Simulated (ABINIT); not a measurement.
# Excitons of AlAs (F-43m): kernels and approximations, part 2 of 3

Aim: the absorption spectrum of AlAs (F-43m) with electron-hole interaction, and what each part of the kernel does.

ABINIT 10.8.3; PBE and many-body steps on it, plane waves. Known limits of the many-body steps: not at the basis limit; no spin-orbit coupling; coarse k mesh; bindings not settled in the k mesh.

So far. Step 5 (Dielectric constant by perturbation theory): The field response gives a mean ε∞ of 9.42, which the model screening below takes as its input. Step 6 (Excitons): The lowest state lies at 2.587 eV, 0.194 eV under the direct gap.

## (7) Model screening

Level of this step: Bethe-Salpeter equation on PBE with a scissors shift, plane waves, norm-conserving pseudopotentials (ABINIT).

File run.abi:

```
acell 3*1.0 Angstrom
rprim 
  0.000000000000 2.830400000000 2.830400000000
  2.830400000000 0.000000000000 2.830400000000
  2.830400000000 2.830400000000 -0.000000000000
ntypat 2
znucl 13 33
natom 2
typat 1 2
xred 
  0.000000000000 0.000000000000 0.000000000000
  0.250000000000 0.250000000000 0.250000000000
pp_dirpath "pseudos"
pseudos "Al.upf, As.upf"
ecut 44
ngkpt 4 4 4
nshiftk 1
shiftk 0 0 0
kptopt 1
chksymbreak 0
istwfk *1
occopt 1
irdwfk 1
optdriver 99
bs_calctype 1
mbpt_sciss 0.737 eV
bs_loband 11
nband 14
bs_exchange_term 1
bs_coulomb_term 21
bs_coupling 0
bs_algorithm 1
bs_freq_mesh 0 6 0.05 eV
zcut 0.1 eV
ecuteps 3
ecutwfn 22
inclvkb 2
mdf_epsinf 9.42
irdden 1
indata_prefix "in"
outdata_prefix "out"
tmpdata_prefix "tmp"
```

On the command line:

```console
> OMP_NUM_THREADS=1 mpirun -n 4 abinit run.abi > log
```

Numbers of over 12 decimals in the logs are rounded to 6 here.

The program printed:

```text
.Version 10.8.3 of ABINIT. v10.8.2 released Aug 2026.

 Symmetries : space group F-4 3 m (#216); Bravais cF (face-center cubic)
[... echo of the input left out ...]
== DATASET  1 ==================================================================
-   mpi_nproc: 4, omp_nthreads: 1 (-1 if OMP is not activated)

--- !DatasetInfo
iteration_state: {dtset: 1, }
dimensions: {natom: 2, nkpt: 8, mband: 14, nsppol: 1, nspinor: 1, nspden: 1, mpw: 1540, }
cutoff_energies: {ecut:  22.0, pawecutdg:  -1.0, }
electrons: {nelect:   2.60000000E+01, charge:   0.00000000E+00, occopt:   1.00000000E+00, tsmear:   1.00000000E-02, }

 Exciton: Calculation of dielectric properties by solving the Bethe-Salpeter equation
 in frequency domain and reciprocal space on a transitions basis set.
 Based on a program developed by L. Reining, V. Olevano, F. Sottile,
 S. Albrecht, and G. Onida. Incorporated in ABINIT by M. Giantomassi.

.Using double precision arithmetic ; gwpc =  8

[... cell and pseudopotentials left out ...]
--------------------------------------------------------------------------------

 ==== K-mesh for the wavefunctions ====
 Number of points in the irreducible wedge :     8
[... list of points left out ...]
 Together with 24 symmetry operations and time-reversal symmetry
 yields    64 points in the full Brillouin Zone.

 ==== Q-mesh for the screening function ====
 Number of points in the irreducible wedge :     8
[... list of points left out ...]
 Together with 24 symmetry operations and time-reversal symmetry
 yields    64 points in the full Brillouin Zone.

 vcoul_init : cutoff-mode = AUXILIARY_FUNCTION
 q-points for optical limit:   1
     1)      0.000010    0.000020    0.000030
 setmesh: FFT mesh size selected  =    24x   24x   24
[...]
q = (  0.851269  0.851269  0.000000) [r.l.u.]
 Number of electrons calculated from density =   25.6682; Expected =   26.0000
 average of density, n =  0.083874
 r_s =    1.4172
 omega_plasma =   27.9363 [eV]

. Writing resonant excitonic Hamiltonian on file out_BSR; file size=   0.00 [Gb].
 Direct diagonalization of the resonant excitonic Hamiltonian, Matrix size= 192
. Using LAPACK sequential version.
 Excitonic eigenvalues in eV up to n=   32
   2.49522   2.49535   2.49536   3.38734   3.39354   3.39372   3.40565   3.40932
   3.40958   3.41549   3.41577   3.52503   3.52517   3.53308   3.54463   3.54470
   3.54737   3.54991   3.54991   3.54992   3.55121   3.55122   3.55207   3.55207
   3.55225   3.55560   3.55560   4.05402   4.05614   4.05670   4.06489   4.06564

 First excitonic eigenvalue=    2.50 [eV]
 Last  excitonic eigenvalue=    9.90 [eV]

 GW  direct gap       2.78  0.00 [eV]
 EXC direct gap       2.50  0.00 [eV]
 EXC binding energy   0.29  0.00 [eV]

 Excitonic eigenvalues up to the GW energy gap [eV]
  1 (  2.50  0.00)
  2 (  2.50  0.00)
  3 (  2.50  0.00)

 Macroscopic dielectric function:
 omega [eV] <KS_RPA_nlf>  <GW_RPA_nlf>  <BSE>
   0.0000  13.3637   0.0000  11.0723   0.0000  12.2521   0.0000
   0.0500  13.3669   0.0131  11.0739   0.0065  12.2545   0.0094
   0.1000  13.3767   0.0262  11.0788   0.0131  12.2615   0.0188
[...]
0.4000  13.5760   0.1093  11.1779   0.0536  12.4041   0.0776
   0.4500  13.6340   0.1245  11.2064   0.0607  12.4453   0.0881

 Writing KS-RPA macroscopic dielectric function without local fields to file: out_RPA_NLF_MDF
 Writing GW-RPA macroscopic dielectric function without local fields to file: out_GW_NLF_MDF
 Writing EXC Macroscopic dielectric function to file: out_EXC_MDF

== END DATASET(S) ==============================================================
================================================================================

 -outvars: echo values of variables after computation  --------
           etotal      0.0000000000E+00
            nband          14
             nkpt           8
          spgroup         216
 [... the other variables as echoed above ...]

 Calculation completed.
```

Elapsed: 4.2 s, on 4 MPI ranks of Arm Neoverse V1, shared host; peak memory 0.31 GiB.

Numbers from this step:

| Property | Result |
| --- | --- |
| direct gap of the transition levels | 2.781 eV |
| transitions in the window | 192 |
| first strong exciton (over a fiftieth of the strongest listed) | 2.495 eV |
| lowest state | 2.495 eV |
| binding of the lowest state below the direct gap | 0.2858 eV |
| Coulomb term of one mesh cell | 0.3043 eV |

The binding is 0.94 times the screened Coulomb term of one mesh cell (0.30 eV), so it is not shown settled.

The lowest state lies at 2.495 eV, 0.286 eV under the direct gap.

## (8) Empty states on the mesh, 6×6×6 mesh, 25 bands

This step: DFT, PBE, plane waves, norm-conserving pseudopotentials.

File run.abi:

```
acell 3*1.0 Angstrom
rprim 
  0.000000000000 2.830400000000 2.830400000000
  2.830400000000 0.000000000000 2.830400000000
  2.830400000000 2.830400000000 -0.000000000000
ntypat 2
znucl 13 33
natom 2
typat 1 2
xred 
  0.000000000000 0.000000000000 0.000000000000
  0.250000000000 0.250000000000 0.250000000000
pp_dirpath "pseudos"
pseudos "Al.upf, As.upf"
ecut 44
ngkpt 6 6 6
nshiftk 1
shiftk 0 0 0
kptopt 1
chksymbreak 0
iscf -2
irdden 1
istwfk *1
nband 25
nbdbuf 4
tolwfr 1e-09
nstep 60
prtvol 0
indata_prefix "in"
outdata_prefix "out"
tmpdata_prefix "tmp"
```

The program printed:

```text
.Version 10.8.3 of ABINIT. v10.8.2 released Aug 2026.

 Symmetries : space group F-4 3 m (#216); Bravais cF (face-center cubic)
[... echo of the input left out ...]
== DATASET  1 ==================================================================
-   mpi_nproc: 4, omp_nthreads: 1 (-1 if OMP is not activated)

--- !DatasetInfo
iteration_state: {dtset: 1, }
dimensions: {natom: 2, nkpt: 16, mband: 25, nsppol: 1, nspinor: 1, nspden: 1, mpw: 4314, }
cutoff_energies: {ecut:  44.0, pawecutdg:  -1.0, }
[...]
-1.10116   -0.27342    0.16294    0.16294    0.16294    0.23806    0.32071    0.32071
   0.32071    0.48937    0.49545    0.49545    0.58387    0.58387    0.58387    0.71085
   1.03723
 prteigrs : prtvol=0 or 1, do not print more k-points.

== END DATASET(S) ==============================================================
================================================================================

 -outvars: echo values of variables after computation  --------
            nband          25
             nkpt          16
          spgroup         216
 [... the other variables as echoed above ...]

 Calculation completed.
```

It took 10 s on 4 MPI ranks; peak memory 0.29 GiB; 41 s of CPU time.

This step gave:

| Quantity | Value |
| --- | --- |
| gap | 1.436 eV |
| k of the valence top | 0, 0, 0 |
| k of the conduction bottom | 0.5, 0.5, 0 |
| least direct gap | 2.044 eV |
| k points computed | 16 |
| lowest point of the top converged band, above the valence top | 11.05 eV |

On this mesh the gap is 1.436 eV.

## (9) k mesh (6×6×6)

This step: Bethe-Salpeter equation on PBE with a scissors shift, plane waves, norm-conserving pseudopotentials.

Changes to run.abi since step 8:

```diff
@@ -20,10 +20,21 @@
 chksymbreak 0
-iscf -2
+istwfk *1
+occopt 1
+irdwfk 1
+optdriver 99
+bs_calctype 1
+mbpt_sciss 0.737 eV
+bs_loband 11
+nband 14
+bs_exchange_term 1
+bs_coulomb_term 21
+bs_coupling 0
+bs_algorithm 1
+bs_freq_mesh 0 6 0.05 eV
+zcut 0.1 eV
+ecuteps 3
+ecutwfn 22
+inclvkb 2
+mdf_epsinf 9.42
 irdden 1
-istwfk *1
-nband 25
-nbdbuf 4
-tolwfr 1e-09
-nstep 60
-prtvol 0
 indata_prefix "in"
```

The program printed:

```text
.Version 10.8.3 of ABINIT. v10.8.2 released Aug 2026.

 Symmetries : space group F-4 3 m (#216); Bravais cF (face-center cubic)
[... echo of the input left out ...]
== DATASET  1 ==================================================================
-   mpi_nproc: 4, omp_nthreads: 1 (-1 if OMP is not activated)

--- !DatasetInfo
iteration_state: {dtset: 1, }
dimensions: {natom: 2, nkpt: 16, mband: 14, nsppol: 1, nspinor: 1, nspden: 1, mpw: 1527, }
cutoff_energies: {ecut:  22.0, pawecutdg:  -1.0, }
electrons: {nelect:   2.60000000E+01, charge:   0.00000000E+00, occopt:   1.00000000E+00, tsmear:   1.00000000E-02, }

 Exciton: Calculation of dielectric properties by solving the Bethe-Salpeter equation
 in frequency domain and reciprocal space on a transitions basis set.
 Based on a program developed by L. Reining, V. Olevano, F. Sottile,
 S. Albrecht, and G. Onida. Incorporated in ABINIT by M. Giantomassi.

.Using double precision arithmetic ; gwpc =  8

[... cell and pseudopotentials left out ...]
--------------------------------------------------------------------------------

 ==== K-mesh for the wavefunctions ====
 Number of points in the irreducible wedge :    16
[... list of points left out ...]
 Together with 24 symmetry operations and time-reversal symmetry
 yields   216 points in the full Brillouin Zone.

 ==== Q-mesh for the screening function ====
 Number of points in the irreducible wedge :    16
[... list of points left out ...]
 Together with 24 symmetry operations and time-reversal symmetry
 yields   216 points in the full Brillouin Zone.

 vcoul_init : cutoff-mode = AUXILIARY_FUNCTION
 q-points for optical limit:   1
     1)      0.000010    0.000020    0.000030
 setmesh: FFT mesh size selected  =    24x   24x   24
[...]
q = (  0.851269  0.851269  0.000000) [r.l.u.]
 Number of electrons calculated from density =   25.6673; Expected =   26.0000
 average of density, n =  0.083871
 r_s =    1.4172
 omega_plasma =   27.9358 [eV]

. Writing resonant excitonic Hamiltonian on file out_BSR; file size=   0.00 [Gb].
 Direct diagonalization of the resonant excitonic Hamiltonian, Matrix size= 648
. Using LAPACK sequential version.
 Excitonic eigenvalues in eV up to n=   32
   2.58053   2.58055   2.58055   3.48214   3.48542   3.48543   3.49106   3.49270
   3.49272   3.50220   3.50223   3.55127   3.55129   3.55978   3.56517   3.56518
   3.56703   3.56727   3.56729   3.56729   3.56739   3.56739   3.56752   3.56752
   3.56833   3.57003   3.57003   3.61389   3.61390   3.61393   3.62590   3.62590

 First excitonic eigenvalue=    2.58 [eV]
 Last  excitonic eigenvalue=    9.61 [eV]

 GW  direct gap       2.78  0.00 [eV]
 EXC direct gap       2.58  0.00 [eV]
 EXC binding energy   0.20  0.00 [eV]

 Excitonic eigenvalues up to the GW energy gap [eV]
  1 (  2.58  0.00)
  2 (  2.58  0.00)
  3 (  2.58  0.00)

 Macroscopic dielectric function:
 omega [eV] <KS_RPA_nlf>  <GW_RPA_nlf>  <BSE>
   0.0000   9.0564   0.0000   7.6801   0.0000   8.2344   0.0000
   0.0500   9.0581   0.0069   7.6810   0.0037   8.2356   0.0048
   0.1000   9.0633   0.0138   7.6838   0.0074   8.2392   0.0096
[...]
0.4000   9.1679   0.0570   7.7394   0.0301   8.3114   0.0391
   0.4500   9.1982   0.0648   7.7554   0.0340   8.3322   0.0443

 Writing KS-RPA macroscopic dielectric function without local fields to file: out_RPA_NLF_MDF
 Writing GW-RPA macroscopic dielectric function without local fields to file: out_GW_NLF_MDF
 Writing EXC Macroscopic dielectric function to file: out_EXC_MDF

== END DATASET(S) ==============================================================
================================================================================

 -outvars: echo values of variables after computation  --------
           etotal      0.0000000000E+00
            nband          14
             nkpt          16
          spgroup         216
 [... the other variables as echoed above ...]

 Calculation completed.
```

The job ended after 17 s (4 MPI ranks; peak memory 0.4 GiB).

This step gave:

| Property | Result |
| --- | --- |
| direct gap of the transition levels | 2.781 eV |
| transitions in the window | 648 |
| first strong exciton (over a fiftieth of the strongest listed) | 2.581 eV |
| lowest state | 2.581 eV |
| binding of the lowest state below the direct gap | 0.2004 eV |
| Coulomb term of one mesh cell | 0.2029 eV |

The binding is 0.99 times the screened Coulomb term of one mesh cell (0.20 eV), so it is not shown settled.

The lowest state lies at 2.581 eV, 0.200 eV under the direct gap.

The ε₂ has structure finer than the step of the table below, so its rows give means over 0.25 eV, whole bins alone (the curve runs from 0 to 5.95 eV). Peaks (eV: height): BSE 3.500: 39.7, 4.550: 48.4; no electron-hole interaction 3.800: 32.6, 4.900: 51.4; Kohn-Sham, no shift 3.050: 33.2, 4.150: 51.1.

Mean over the three Cartesian directions of q; broadening 0.1 eV; transition window only. Limits: finite bands, cutoff and mesh; no spin-orbit coupling; exciton not shown settled in the k mesh. Table of ε₂ by photon energy; means over each step:

```csv
photon energy (eV),BSE,no electron-hole interaction,"Kohn-Sham, no shift"
0.25,0.0242,0.0186,0.0350
0.50,0.0499,0.0381,0.0732
0.75,0.0789,0.0597,0.119
1.00,0.114,0.0847,0.179
1.25,0.158,0.115,0.271
1.50,0.221,0.155,0.450
1.75,0.319,0.212,1.07
2.00,0.509,0.303,4.36
2.25,1.10,0.486,2.30
2.50,4.86,1.16,2.00
2.75,3.43,4.48,5.91
3.00,2.51,2.19,25.2
3.25,7.78,2.08,11.1
3.50,30.9,6.47,6.24
3.75,11.4,25.7,12.8
4.00,6.60,10.2,37.7
4.25,14.9,6.41,41.5
4.50,38.4,13.5,11.1
4.75,31.2,39.2,3.40
5.00,8.85,40.1,2.20
5.25,2.90,10.2,2.71
5.50,2.02,3.29,1.78
5.75,2.18,2.18,1.73
```

The window of bands is narrower than in the first exciton run, so this row is not like for like with it.

## (10) Empty states on the mesh, 8×8×8 mesh, 25 bands

This step: DFT, PBE, plane waves, norm-conserving pseudopotentials.

File run.abi:

```
acell 3*1.0 Angstrom
rprim 
  0.000000000000 2.830400000000 2.830400000000
  2.830400000000 0.000000000000 2.830400000000
  2.830400000000 2.830400000000 -0.000000000000
ntypat 2
znucl 13 33
natom 2
typat 1 2
xred 
  0.000000000000 0.000000000000 0.000000000000
  0.250000000000 0.250000000000 0.250000000000
pp_dirpath "pseudos"
pseudos "Al.upf, As.upf"
ecut 44
ngkpt 8 8 8
nshiftk 1
shiftk 0 0 0
kptopt 1
chksymbreak 0
iscf -2
irdden 1
istwfk *1
nband 25
nbdbuf 4
tolwfr 1e-09
nstep 60
prtvol 0
indata_prefix "in"
outdata_prefix "out"
tmpdata_prefix "tmp"
```

The program printed:

```text
.Version 10.8.3 of ABINIT. v10.8.2 released Aug 2026.

 Symmetries : space group F-4 3 m (#216); Bravais cF (face-center cubic)
[... echo of the input left out ...]
== DATASET  1 ==================================================================
-   mpi_nproc: 4, omp_nthreads: 1 (-1 if OMP is not activated)

--- !DatasetInfo
iteration_state: {dtset: 1, }
dimensions: {natom: 2, nkpt: 29, mband: 25, nsppol: 1, nspinor: 1, nspden: 1, mpw: 4314, }
cutoff_energies: {ecut:  44.0, pawecutdg:  -1.0, }
[...]
-1.10116   -0.27342    0.16294    0.16294    0.16294    0.23806    0.32071    0.32071
   0.32071    0.48937    0.49545    0.49545    0.58387    0.58387    0.58387    0.71085
   1.03723
 prteigrs : prtvol=0 or 1, do not print more k-points.

== END DATASET(S) ==============================================================
================================================================================

 -outvars: echo values of variables after computation  --------
            nband          25
             nkpt          29
          spgroup         216
 [... the other variables as echoed above ...]

 Calculation completed.
```

Wall time 18 s (4 MPI ranks); peak memory 0.31 GiB.

This step gave:

| Quantity | Value |
| --- | --- |
| gap | 1.436 eV |
| k of the valence top | 0, 0, 0 |
| k of the conduction bottom | 0.5, 0.5, 0 |
| least direct gap | 2.044 eV |
| k points computed | 29 |
| lowest point of the top converged band, above the valence top | 10.92 eV |

On this mesh the gap is 1.436 eV.

## (11) k mesh (8×8×8)

This step: Bethe-Salpeter equation on PBE with a scissors shift, plane waves, norm-conserving pseudopotentials.

Changes to run.abi since step 10:

```diff
@@ -20,10 +20,21 @@
 chksymbreak 0
-iscf -2
+istwfk *1
+occopt 1
+irdwfk 1
+optdriver 99
+bs_calctype 1
+mbpt_sciss 0.737 eV
+bs_loband 11
+nband 14
+bs_exchange_term 1
+bs_coulomb_term 21
+bs_coupling 0
+bs_algorithm 1
+bs_freq_mesh 0 6 0.05 eV
+zcut 0.1 eV
+ecuteps 3
+ecutwfn 22
+inclvkb 2
+mdf_epsinf 9.42
 irdden 1
-istwfk *1
-nband 25
-nbdbuf 4
-tolwfr 1e-09
-nstep 60
-prtvol 0
 indata_prefix "in"
```

The program printed:

```text
.Version 10.8.3 of ABINIT. v10.8.2 released Aug 2026.

 Symmetries : space group F-4 3 m (#216); Bravais cF (face-center cubic)
[... echo of the input left out ...]
== DATASET  1 ==================================================================
-   mpi_nproc: 4, omp_nthreads: 1 (-1 if OMP is not activated)

--- !DatasetInfo
iteration_state: {dtset: 1, }
dimensions: {natom: 2, nkpt: 29, mband: 14, nsppol: 1, nspinor: 1, nspden: 1, mpw: 1540, }
cutoff_energies: {ecut:  22.0, pawecutdg:  -1.0, }
[...]
Writing KS-RPA macroscopic dielectric function without local fields to file: out_RPA_NLF_MDF
 Writing GW-RPA macroscopic dielectric function without local fields to file: out_GW_NLF_MDF
 Writing EXC Macroscopic dielectric function to file: out_EXC_MDF

== END DATASET(S) ==============================================================
================================================================================

 -outvars: echo values of variables after computation  --------
           etotal      0.0000000000E+00
            nband          14
             nkpt          29
          spgroup         216
 [... the other variables as echoed above ...]

 Calculation completed.
```

It took 90 s on 4 MPI ranks; peak memory 0.57 GiB.

This step gave:

```
direct gap of the transition levels                            : 2.781 eV
transitions in the window                                      : 1536
first strong exciton (over a fiftieth of the strongest listed) : 2.628 eV
lowest state                                                   : 2.628 eV
binding of the lowest state below the direct gap               : 0.1527 eV
Coulomb term of one mesh cell                                  : 0.1522 eV
```

The binding is 1.0 times the screened Coulomb term of one mesh cell (0.15 eV), so it is not shown settled.

The lowest state lies at 2.628 eV, 0.153 eV under the direct gap.

The ε₂ has structure finer than the step of the table below, so its rows give means over 0.2 eV, whole bins alone (the curve runs from 0 to 5.95 eV). Peaks (eV: height): BSE 3.55: 25.1, 4.45: 33.1; no electron-hole interaction 3.75: 18.6, 4.90: 37.5; Kohn-Sham, no shift 3.00: 19.0, 4.20: 36.9.

Mean over the three Cartesian directions of q; broadening 0.1 eV; transition window only. Limits: finite bands, cutoff and mesh; no spin-orbit coupling; exciton not shown settled in the k mesh. The ε₂ by photon energy; means over each step:

```csv
photon energy (eV),BSE,no electron-hole interaction,"Kohn-Sham, no shift"
0.2,0.0143,0.0113,0.0205
0.4,0.0290,0.0230,0.0419
0.6,0.0448,0.0353,0.0655
0.8,0.0622,0.0488,0.0927
1.0,0.0821,0.0638,0.126
1.2,0.106,0.0811,0.170
1.4,0.135,0.102,0.235
1.6,0.173,0.127,0.352
1.8,0.225,0.161,0.700
2.0,0.306,0.207,2.16
2.2,0.462,0.281,1.44
2.4,0.962,0.432,1.14
2.6,2.86,1.02,1.94
2.8,1.74,2.32,6.29
3.0,1.59,1.18,16.7
3.2,3.18,1.28,7.97
3.4,13.0,2.58,5.04
3.6,19.6,10.2,11.1
3.8,7.24,15.4,22.4
4.0,6.87,5.79,30.8
4.2,17.2,6.20,32.9
4.4,29.7,13.7,13.0
4.6,29.1,26.9,6.59
4.8,20.7,32.3,5.03
5.0,7.59,27.5,6.99
5.2,4.43,9.78,6.49
5.4,3.90,5.56,6.90
5.6,5.41,5.47,4.53
5.8,5.35,7.22,1.59
```

The window of bands is narrower than in the first exciton run, so this row is not like for like with it.

[end of part 2 of 3]

[Paths, hosts, dates, memory and timing lines, banners, echoed tables and standing remarks are left out of the program output.]

[Logs are printed without paths, hosts, clocks, repeated set-up lines and the standing remarks that a program may print on its own settings, such as how far it seeks lower states.]

[Runs of the session that timed out or met a known fault of the program may be left out.]

[Hosts, paths, dates, database ids (printed as entryN), source tags and the programs' standing remarks are cut or masked in the printed files.]

[G0W0 gaps are taken among the corrected bands and points alone; a level outside them can change the order at an edge.]

[Where Ansatz stands beside ABINIT at settings called matched, ABINIT's density can come from a denser mesh and the files from another edition; pairs whose starting gaps differed by over 0.03 eV were left out, so agreement reads better than it is.]
